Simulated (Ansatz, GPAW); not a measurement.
# Geometry or basis: what sets the conductance of a Pd chain with one Cu atom in line

Wanted: T(E) of a Pd chain with one Cu atom in line at a relaxed geometry in two programs, beside the unrelaxed structure.

Program: GPAW 26.7.0 and Ansatz 0.2.0. Level of theory: Ansatz plane waves; relaxation of the junction with the lead ends held; PAW set soft_1, in the first sound run; inputs show where later runs differ. Results are calculated unless marked as measured.

### 1. Set-up

The cell holds 17 atoms: 16 Pd and 1 Cu. Cell: a = 9.000 Å, b = 9.000 Å, c = 42.246 Å, α = 90.0°, β = 90.0°, γ = 90.0°. Regions: left lead, 8 atoms (8 Pd); channel, 1 atom (1 Cu); right lead, 8 atoms (8 Pd). Vacuum lies along a and b. The structure is stacked along c, and the current runs across the ab planes.

### 2. Relaxing the atoms

Transmission follows bond lengths closely, so the atoms between the held lead ends are relaxed first, from a slightly shaken start that lets symmetry break.

The input, input.yaml:

```yaml
crystal:
  lattice:
    - [9.0, 0.0, 0.0]
    - [0.0, 9.0, 0.0]
    - [0.0, 0.0, 42.246]
  atoms:
    - { symbol: Pd, position: [0.5, 0.5, 0.0295886001] }
    - { symbol: Pd, position: [0.5, 0.5, 0.0887658003] }
    - { symbol: Pd, position: [0.5, 0.5, 0.1479430005] }
    - { symbol: Pd, position: [0.5, 0.5, 0.2071202007] }
    - { symbol: Pd, position: [0.5, 0.5, 0.2662974009] }
    - { symbol: Pd, position: [0.5, 0.5, 0.3254746011] }
    - { symbol: Pd, position: [0.5036708748, 0.5011281043, 0.3842683533] }
    - { symbol: Pd, position: [0.4957991938, 0.4936845958, 0.4438422371] }
    - { symbol: Cu, position: [0.4972981097, 0.4970928135, 0.4998423736] }
    - { symbol: Pd, position: [0.4998271799, 0.4924107239, 0.5568279695] }
    - { symbol: Pd, position: [0.493243848, 0.506198747, 0.6157675767] }
    - { symbol: Pd, position: [0.5, 0.5, 0.6745253989] }
    - { symbol: Pd, position: [0.5, 0.5, 0.7337025991] }
    - { symbol: Pd, position: [0.5, 0.5, 0.7928797993] }
    - { symbol: Pd, position: [0.5, 0.5, 0.8520569995] }
    - { symbol: Pd, position: [0.5, 0.5, 0.9112341997] }
    - { symbol: Pd, position: [0.5, 0.5, 0.9704113999] }
kpoints:
  mp_grid: { grid: [1, 1, 2] }
hamiltonian:
  xc: pbe
  pseudopotentials: { kind: paw, azcp: { folder: soft_1 } }
scf:
  occupations: { method: fermi_dirac, width: 0.1 }
relax:
  f_tol: 0.03
  max_steps: 80
  constraints: [{ sites: [0, 1, 2, 3, 4, 5, 11, 12, 13, 14, 15, 16] }]
```

Command:

```bash
$ ansatz run input.yaml --threads 4 --pin off --max-ram 8192MiB --backend cpu --events-out ev --progress --plain --runs-dir out
```

Numbers of over 12 decimals in the logs are rounded to 6 here.

The program printed:

```text
Engine: ansatz 0.2.0, aarch64-unknown-linux-gnu
Pseudopotentials: kind: paw
Pseudopotential: Pd, paw, valence charge 18, recommended cutoff 420 eV (normal), soft_1/Pd.paw.azcp
Pseudopotential: Cu, paw, valence charge 19, recommended cutoff 420 eV (normal), soft_1/Cu.paw.azcp
Functional definition: PBE
  parameter kappa = 0.804
  parameter beta = 0.066725
  exchange = pbe_x(kappa = kappa, mu = beta*pi^2/3)
  correlation = pbe_c(beta = beta)
Crystal: 17 atoms, lattice volume = 3421.926 Å³
Basis set: ecut = 420 eV, 66897 PW (Γ), exchange–correlation on 128×128×576 points (8 copies of the dense FFT grid, shifted against one another)
Bands: 185, of which v1, the nominal top of the filled ones, is band 154 counted from 1 (153 counted from 0)
Symmetry: 1 space group operations
Space group: P1 (ITA 1), of the structure as read, at distance tolerance 1.5e-4 Å
k-points: 2
Non-local potential: Pd, projectors of the file, l = 0: 2, l = 1: 2, l = 2: 2, l = 3: 1
Non-local potential: Cu, projectors of the file, l = 0: 3, l = 1: 2, l = 2: 3, l = 3: 1
PAW form: soft (Blöchl's): semilocal exchange-correlation on the pseudo side does not see the compensation charge
PAW one-centre angular grid: Pd, 590 points (default); XC on 64 Gauss nodes
PAW one-centre angular grid: Cu, 590 points (default); XC on 64 Gauss nodes
Initial density: superposition of atomic densities (neutral atoms: chi_scale 0, normalization atom)
Initial wavefunctions: pseudopotential atomic-orbital guess
Functional: x = pbe(κ = 0.804, μ = 0.219515), c = pbe(β = 0.066725)
SCF iter   1: F=—  HF=-118166.438561 eV  |F-HF|=—  |Δ(HF+E_count)|=         —  Δρ=4.56e-2  dr2=1.07e2  ethr=3.10e-3  ⟨swp⟩=10.5  Hψ=1662  notcnv=0
preconditioner: auto → LDOS  [metal: Δε(μ)=0.124 eV  Ē_g=3.140 eV  σ=0.100 eV  W_gap=0.30  n_scr=364 (ndim 8)  ℏωp=8.3 eV  f_vac=0.802  D(μ)=33.84/eV (n_scr^D=128)  β→1.0]
SCF iter   2: F=—  HF=-118155.550515 eV  |F-HF|=—  |Δ(HF+E_count)|=    1.09e1  Δρ=3.89e-2  dr2=4.30e1  ethr=3.10e-3  ⟨swp⟩=5.5  Hψ=1054  notcnv=0  defer=2
SCF iter   3: F=—  HF=-118151.024053 eV  |F-HF|=—  |Δ(HF+E_count)|=    4.53e0  Δρ=4.16e-2  dr2=8.82e1  ethr=3.10e-3  ⟨swp⟩=3.5  Hψ=809  notcnv=0  defer=2
SCF iter   4: F=—  HF=-118150.336692 eV  |F-HF|=—  |Δ(HF+E_count)|=   6.87e-1  Δρ=8.31e-3  dr2=4.26e0  ethr=3.10e-3  ⟨swp⟩=2.0  Hψ=586  notcnv=0  defer=17
SCF iter   5: F=—  HF=-118150.065120 eV  |F-HF|=—  |Δ(HF+E_count)|=   2.72e-1  Δρ=3.26e-3  dr2=6.46e-1  ethr=1.39e-3  ⟨swp⟩=3.5  Hψ=532  notcnv=0  defer=17
SCF iter   6: F=—  HF=-118150.108764 eV  |F-HF|=—  |Δ(HF+E_count)|=   4.36e-2  Δρ=2.80e-3  dr2=3.00e-1  ethr=2.10e-4  ⟨swp⟩=2.0  Hψ=418  notcnv=0  defer=17
SCF iter   7: F=—  HF=-118150.086361 eV  |F-HF|=—  |Δ(HF+E_count)|=   2.24e-2  Δρ=9.91e-4  dr2=6.75e-2  ethr=9.76e-5  ⟨swp⟩=2.0  Hψ=399  notcnv=0  defer=17
SCF iter   8: F=—  HF=-118150.087273 eV  |F-HF|=—  |Δ(HF+E_count)|=   9.12e-4  Δρ=9.16e-4  dr2=4.09e-2  ethr=2.20e-5  ⟨swp⟩=1.0  Hψ=388  notcnv=0  defer=17
SCF iter   9: F=—  HF=-118150.086666 eV  |F-HF|=—  |Δ(HF+E_count)|=   6.07e-4  Δρ=1.79e-4  dr2=2.64e-3  ethr=1.33e-5  ⟨swp⟩=2.0  Hψ=356  notcnv=0  defer=17
SCF iter  10: F=—  HF=-118150.088035 eV  |F-HF|=—  |Δ(HF+E_count)|=   1.37e-3  Δρ=1.39e-4  dr2=8.10e-4  ethr=8.61e-7  ⟨swp⟩=2.0  Hψ=403  notcnv=0  defer=17
SCF iter  11: F=—  HF=-118150.088101 eV  |F-HF|=—  |Δ(HF+E_count)|=   6.56e-5  Δρ=6.07e-5  dr2=2.17e-4  ethr=2.64e-7  ⟨swp⟩=2.0  Hψ=371  notcnv=0  defer=17
SCF iter  12: F=—  HF=-118150.088123 eV  |F-HF|=—  |Δ(HF+E_count)|=   2.22e-5  Δρ=5.24e-5  dr2=1.08e-4  ethr=7.08e-8  ⟨swp⟩=2.0  Hψ=392  notcnv=0  defer=17
SCF iter  13: F=-118150.088129 eV  HF=-118150.088135 eV  |F-HF|=6.68e-6  |Δ(HF+E_count)|=   1.23e-5  Δρ=1.44e-5  dr2=1.08e-5  ethr=7.33e-9  ⟨swp⟩=3.5  Hψ=1315  notcnv=0
SCF 1 converged in 13 iterations: F = -118150.088129 eV  dr2 = 1.08e-5
  greatest PAW one-centre occupation: 1.000 electrons in one spin orbital (limit 2), on the Cu atom at site 8 (counted from 0), in its partial waves of l = 0
relax step   1: F+E_penalty+E_count = -118150.08812861 eV  Δ(F+E_penalty+E_count) = +0.000e0 eV  max|allowed force component| = 2.255e-1 eV/Å  Δτ_max = 0.0000 Å  (13 SCF iters, dr2 threshold 2.25e-5 eV, accepted)
Initial density: handed on by an earlier stage of this run
Initial wavefunctions: those handed on with the density
iter 1 solved again at ethr=6.52e-6 eV; its pass at ethr=3.10e-3 eV (dr2=2.00e-2 eV) is discarded
SCF iter   1: F=—  HF=-118150.093435 eV  |F-HF|=—  |Δ(HF+E_count)|=         —  Δρ=5.91e-4  dr2=2.01e-2  ethr=6.52e-6  ⟨swp⟩=2.0  Hψ=985  notcnv=0  defer=17
preconditioner: auto → LDOS  [metal: Δε(μ)=0.007 eV  Ē_g=4.014 eV  σ=0.100 eV  W_gap=0.02  n_scr=364 (ndim 8)  ℏωp=8.3 eV  f_vac=0.787  D(μ)=52.67/eV (n_scr^D=290)  β→1.0]
SCF iter   2: F=—  HF=-118150.091874 eV  |F-HF|=—  |Δ(HF+E_count)|=   1.56e-3  Δρ=1.97e-4  dr2=1.88e-3  ethr=6.52e-6  ⟨swp⟩=2.5  Hψ=531  notcnv=0  defer=17
SCF iter   3: F=—  HF=-118150.093577 eV  |F-HF|=—  |Δ(HF+E_count)|=   1.70e-3  Δρ=1.44e-4  dr2=1.10e-3  ethr=6.12e-7  ⟨swp⟩=2.0  Hψ=620  notcnv=0  defer=17
SCF iter   4: F=—  HF=-118150.093486 eV  |F-HF|=—  |Δ(HF+E_count)|=   9.18e-5  Δρ=3.65e-5  dr2=1.12e-4  ethr=3.57e-7  ⟨swp⟩=2.5  Hψ=565  notcnv=0  defer=17
SCF iter   5: F=—  HF=-118150.093606 eV  |F-HF|=—  |Δ(HF+E_count)|=   1.21e-4  Δρ=4.30e-5  dr2=8.14e-5  ethr=3.63e-8  ⟨swp⟩=2.0  Hψ=663  notcnv=0  defer=17
SCF iter   6: F=—  HF=-118150.093626 eV  |F-HF|=—  |Δ(HF+E_count)|=   2.00e-5  Δρ=1.09e-5  dr2=1.10e-5  ethr=2.65e-8  ⟨swp⟩=2.0  Hψ=471  notcnv=0  defer=17
SCF iter   7: F=—  HF=-118150.093629 eV  |F-HF|=—  |Δ(HF+E_count)|=   2.52e-6  Δρ=7.35e-6  dr2=3.66e-6  ethr=1.03e-9  ⟨swp⟩=4.0  Hψ=1186  notcnv=0
SCF iter   8: F=-118150.093628 eV  HF=-118150.093629 eV  |F-HF|=8.30e-7  |Δ(HF+E_count)|=   2.53e-7  Δρ=3.60e-6  dr2=1.02e-6  ethr=1.03e-9  ⟨swp⟩=4.0  Hψ=1105  notcnv=0
SCF 2 converged in 8 iterations: F = -118150.093628 eV  dr2 = 1.02e-6
relax step   2: F+E_penalty+E_count = -118150.09362844 eV  Δ(F+E_penalty+E_count) = -5.500e-3 eV  max|allowed force component| = 1.014e-1 eV/Å  Δτ_max = 0.0171 Å  (8 SCF iters, dr2 threshold 3.18e-6 eV, accepted)
SCF iter   1: F=—  HF=-118150.155406 eV  |F-HF|=—  |Δ(HF+E_count)|=         —  Δρ=2.20e-3  dr2=1.77e-1  ethr=2.63e-3  ⟨swp⟩=4.5  Hψ=791  notcnv=0  defer=21
preconditioner: auto → LDOS  [metal: Δε(μ)=0.009 eV  Ē_g=3.998 eV  σ=0.100 eV  W_gap=0.02  n_scr=364 (ndim 8)  ℏωp=8.3 eV  f_vac=0.787  D(μ)=52.97/eV (n_scr^D=306)  β→1.0]
SCF iter   2: F=—  HF=-118150.132456 eV  |F-HF|=—  |Δ(HF+E_count)|=   2.30e-2  Δρ=1.18e-3  dr2=8.38e-2  ethr=5.75e-5  ⟨swp⟩=3.0  Hψ=743  notcnv=0  defer=21
SCF iter   3: F=—  HF=-118150.116595 eV  |F-HF|=—  |Δ(HF+E_count)|=   1.59e-2  Δρ=2.45e-4  dr2=7.77e-3  ethr=2.73e-5  ⟨swp⟩=2.0  Hψ=620  notcnv=0  defer=21
SCF iter   4: F=—  HF=-118150.116328 eV  |F-HF|=—  |Δ(HF+E_count)|=   2.67e-4  Δρ=1.93e-4  dr2=4.65e-3  ethr=2.53e-6  ⟨swp⟩=2.0  Hψ=479  notcnv=0  defer=21
SCF iter   5: F=—  HF=-118150.116386 eV  |F-HF|=—  |Δ(HF+E_count)|=   5.77e-5  Δρ=1.71e-4  dr2=8.25e-4  ethr=1.51e-6  ⟨swp⟩=2.0  Hψ=560  notcnv=0  defer=21
SCF iter   6: F=—  HF=-118150.116407 eV  |F-HF|=—  |Δ(HF+E_count)|=   2.17e-5  Δρ=4.42e-5  dr2=1.32e-4  ethr=2.69e-7  ⟨swp⟩=2.5  Hψ=646  notcnv=0  defer=21
SCF iter   7: F=—  HF=-118150.116390 eV  |F-HF|=—  |Δ(HF+E_count)|=   1.71e-5  Δρ=3.22e-5  dr2=7.00e-5  ethr=4.31e-8  ⟨swp⟩=1.0  Hψ=349  notcnv=0  defer=21
SCF iter   8: F=—  HF=-118150.117765 eV  |F-HF|=—  |Δ(HF+E_count)|=   1.38e-3  Δρ=1.59e-5  dr2=1.79e-5  ethr=2.28e-8  ⟨swp⟩=2.0  Hψ=435  notcnv=0  defer=21
SCF iter   9: F=—  HF=-118150.117766 eV  |F-HF|=—  |Δ(HF+E_count)|=   7.29e-7  Δρ=6.42e-6  dr2=2.72e-6  ethr=5.83e-9  ⟨swp⟩=1.0  Hψ=349  notcnv=0  defer=21
SCF iter  10: F=—  HF=-118150.117767 eV  |F-HF|=—  |Δ(HF+E_count)|=   1.10e-6  Δρ=3.11e-6  dr2=8.40e-7  ethr=8.85e-10  ⟨swp⟩=2.0  Hψ=424  notcnv=0  defer=21
SCF iter  11: F=-118150.117767 eV  HF=-118150.117767 eV  |F-HF|=5.98e-8  |Δ(HF+E_count)|=   5.24e-8  Δρ=1.35e-6  dr2=9.21e-8  ethr=3.26e-11  ⟨swp⟩=3.0  Hψ=1297  notcnv=0
SCF 3 converged in 11 iterations: F = -118150.117767 eV  dr2 = 9.21e-8
relax step   3: F+E_penalty+E_count = -118150.11776702 eV  Δ(F+E_penalty+E_count) = -2.414e-2 eV  max|allowed force component| = 9.186e-2 eV/Å  Δτ_max = 0.1276 Å  (11 SCF iters, accepted)
[...]
relax step   4: F+E_penalty+E_count = -118150.16901329 eV  Δ(F+E_penalty+E_count) = -5.125e-2 eV  max|allowed force component| = 1.037e-1 eV/Å  Δτ_max = 0.1643 Å  (11 SCF iters, dr2 threshold 1.71e-6 eV, accepted)
[...]
relax step   5: F+E_penalty+E_count = -118150.17151064 eV  Δ(F+E_penalty+E_count) = -2.497e-3 eV  max|allowed force component| = 1.698e-1 eV/Å  Δτ_max = 0.1968 Å  (10 SCF iters, dr2 threshold 8.82e-6 eV, accepted)
[...]
relax step   6: F+E_penalty+E_count = -118150.18628470 eV  Δ(F+E_penalty+E_count) = -1.477e-2 eV  max|allowed force component| = 1.191e-2 eV/Å  Δτ_max = 0.1332 Å  (11 SCF iters, dr2 threshold 2.88e-5 eV, accepted)
iter 1 solved again at ethr=1.07e-9 eV; its pass at ethr=3.10e-3 eV (dr2=3.29e-6 eV) is discarded
SCF iter   1: F=—  HF=-118150.185896 eV  |F-HF|=—  |Δ(HF+E_count)|=         —  Δρ=7.19e-6  dr2=3.28e-6  ethr=1.07e-9  ⟨swp⟩=1.0  Hψ=868  notcnv=0  defer=21
preconditioner: auto → LDOS  [metal: Δε(μ)=0.027 eV  Ē_g=3.941 eV  σ=0.100 eV  W_gap=0.07  n_scr=364 (ndim 8)  ℏωp=8.3 eV  f_vac=0.786  D(μ)=54.72/eV (n_scr^D=306)  β→1.0]
SCF iter   2: F=—  HF=-118150.186288 eV  |F-HF|=—  |Δ(HF+E_count)|=   3.92e-4  Δρ=4.20e-6  dr2=9.13e-7  ethr=1.07e-9  ⟨swp⟩=2.0  Hψ=538  notcnv=0  defer=21
SCF iter   3: F=—  HF=-118150.186288 eV  |F-HF|=—  |Δ(HF+E_count)|=   6.45e-8  Δρ=6.26e-6  dr2=1.42e-6  ethr=2.98e-10  ⟨swp⟩=2.0  Hψ=659  notcnv=0  defer=21
SCF iter   4: F=-118150.186288 eV  HF=-118150.186288 eV  |F-HF|=2.81e-8  |Δ(HF+E_count)|=   1.44e-7  Δρ=8.78e-7  dr2=5.52e-8  ethr=3.26e-11  ⟨swp⟩=3.0  Hψ=1279  notcnv=0
SCF 7 converged in 4 iterations: F = -118150.186288 eV  dr2 = 5.52e-8
relax step   7: F+E_penalty+E_count = -118150.18628799 eV  Δ(F+E_penalty+E_count) = -3.291e-6 eV  max|allowed force component| = 1.183e-2 eV/Å  Δτ_max = 0.0000 Å  (4 SCF iters, accepted)
SCF converged after 4 iterations
Free energy (F): -118150.186288 eV
Harris-Foulkes:  -118150.186288 eV  (|F-HF|=2.81e-8)
Internal energy: -118148.460991 eV  (E = F + TS)
E sigma→0 (E₀):  -118149.323639 eV
Entropy (-TS):   -1.725297 eV (-101.488 meV/atom)
Fermi energy:    -3.478276 eV
--- Per-component energies (eV) ---
  E_band       = -9254.107680
  E_kinetic    = 7468.516296
  E_local      = -112252.258070  (includes V_loc(G=0)·N_el)
  E_nonlocal   = 6877.277921
  E_hartree    = 49563.814622
  E_xc         = -2231.954300
  E_vxc        = -2814.829490  (∫ρ·V_xc dr)
  E_paw        = -62842.604163  (= ΣΔE_a)
  E_vpaw       = -7660.464739  (= ΣTr[D̂ρ^β])
  E_aug_tail   = 0.004777  (compensation charges beyond the density's cutoff)
  E_ewald      = -4731.258073
  E_smearing   = -1.725297  (= −TS)
  E_closure    = -0.000000  (closes the sum)
  Σ components = -118150.186288   (vs F -118150.186288, Δ=0.00e0)
--- Forces (eV/Å), atoms counted from 1 ---
  atom   1  Pd    -0.00000529    -0.00028297    -0.00285153
  atom   2  Pd     0.00005000     0.00039420    -0.00126482
  atom   3  Pd    -0.00015274    -0.00090169     0.01017825
  atom   4  Pd     0.00016347     0.00118735     0.00139057
  atom   5  Pd     0.00093420     0.00773583     0.02296341
  atom   6  Pd    -0.00099005    -0.00361889     0.13569952
  atom   7  Pd    -0.00204516    -0.00449104    -0.01182847
  atom   8  Pd     0.00207145    -0.00103569    -0.00775748
  atom   9  Cu     0.00049035     0.00042883     0.00108350
  atom  10  Pd    -0.00173075     0.00192180     0.00784151
  atom  11  Pd     0.00226190    -0.00556554     0.01044119
  atom  12  Pd    -0.00043628    -0.00395256    -0.13544805
  atom  13  Pd    -0.00038893     0.00780664    -0.02305807
  atom  14  Pd    -0.00020277     0.00114447    -0.00130102
  atom  15  Pd     0.00002198    -0.00090641    -0.01021346
  atom  16  Pd    -0.00001864     0.00041472     0.00125261
  atom  17  Pd    -0.00002504    -0.00028283     0.00287100
  max |Σ_I F_I| component: 3.78e-6 eV/Å
--- Relaxed structure (7 steps of the walk, 7 accepted, 0 SCFs on fresh bases) ---
  F+E_penalty+E_count = -118150.18628799 eV   max|allowed force component| = 1.183e-2 eV/Å
  atoms:
    - { symbol: Pd, position: [0.5, 0.5, 0.0295886001] }
    - { symbol: Pd, position: [0.5, 0.5, 0.0887658003] }
    - { symbol: Pd, position: [0.5, 0.5, 0.1479430005] }
    - { symbol: Pd, position: [0.5, 0.5, 0.2071202007] }
    - { symbol: Pd, position: [0.5, 0.5, 0.2662974009] }
    - { symbol: Pd, position: [0.5, 0.5, 0.3254746011] }
    - { symbol: Pd, position: [0.503657, 0.523223, 0.385354] }
    - { symbol: Pd, position: [0.491368, 0.449519, 0.444627] }
    - { symbol: Cu, position: [0.501152, 0.527411, 0.500066] }
    - { symbol: Pd, position: [0.499164, 0.448007, 0.555445] }
    - { symbol: Pd, position: [0.498114, 0.523804, 0.614657] }
    - { symbol: Pd, position: [0.5, 0.5, 0.6745253989] }
    - { symbol: Pd, position: [0.5, 0.5, 0.7337025991] }
    - { symbol: Pd, position: [0.5, 0.5, 0.7928797993] }
    - { symbol: Pd, position: [0.5, 0.5, 0.8520569995] }
    - { symbol: Pd, position: [0.5, 0.5, 0.9112341997] }
    - { symbol: Pd, position: [0.5, 0.5, 0.970411] }
```

Wall time 2.5 min (4 threads of Arm Neoverse V1, shared host); peak memory 5.2 GiB.

Step by step:

| step | energy less that of the first step (eV) | largest force component (eV/Å) |
| --- | --- | --- |
| 1 | 0.0000 | 0.2255 |
| 2 | -0.0055 | 0.1014 |
| 3 | -0.0296 | 0.0919 |
| 4 | -0.0809 | 0.1037 |
| 5 | -0.0834 | 0.1698 |
| 6 | -0.0982 | 0.0119 |
| 7 | -0.0982 | 0.0118 |

The atoms that moved most (Å):

| atom | dx | dy | dz | length |
| --- | --- | --- | --- | --- |
| Pd10 | -0.006 | -0.400 | -0.058 | 0.404 |
| Pd8 | -0.040 | -0.397 | 0.033 | 0.401 |
| Cu9 | 0.035 | 0.273 | 0.009 | 0.275 |
| Pd7 | 0.000 | 0.199 | 0.046 | 0.204 |
| Pd11 | 0.044 | 0.158 | -0.047 | 0.171 |

Numbers from this step:

| Property | Result |
| --- | --- |
| free energy | -118150.1863 eV |
| smearing term TS | 1.725 eV |
| symmetry operations | 1 |

The relaxation lowered the energy of the cell by 0.0982 eV.

(Part 1 of 4 ends here.)

[Logs are printed without paths, hosts, clocks, repeated set-up lines and the standing remarks that a program may print on its own settings, such as how far it seeks lower states.]

[Hosts, paths, dates, database ids (printed as entryN), source tags and the programs' standing remarks are cut or masked in the printed files.]
